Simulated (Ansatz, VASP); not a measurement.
**V: VASP beside Ansatz**

```
V
1.0
    -1.49861    1.49861    1.49861
     1.49861   -1.49861    1.49861
     1.49861    1.49861   -1.49861
V
1
Direct
  0.00000 0.00000 0.00000
```

Alike in both runs: functional PBE; k mesh 20 × 20 × 20; occupations gaussian, width 0.1 eV; no spin polarisation.

Ansatz relaxed the structure, and its values are those at the end. VASP's run is a single point on that final structure, the one shown.

```csv
,VASP,Ansatz
version,VASP 6.6.1,Ansatz 0.2.0
potentials or method,"VASP PAW PBE potentials, release 64 (V_sv)","scalar-relativistic, plane waves, PAW"
plane-wave cutoff (eV),520,420
valence electrons in the cell,13,13
```

|  | VASP | Ansatz | Ansatz less VASP |
| --- | --- | --- | --- |
| gap on the k mesh at the Fermi level (eV) | none | none | - |
| pressure (GPa) | 0.2 | 0.0 | -0.23 |

A gap of «none» marks a metal or a gap that the smearing closes.
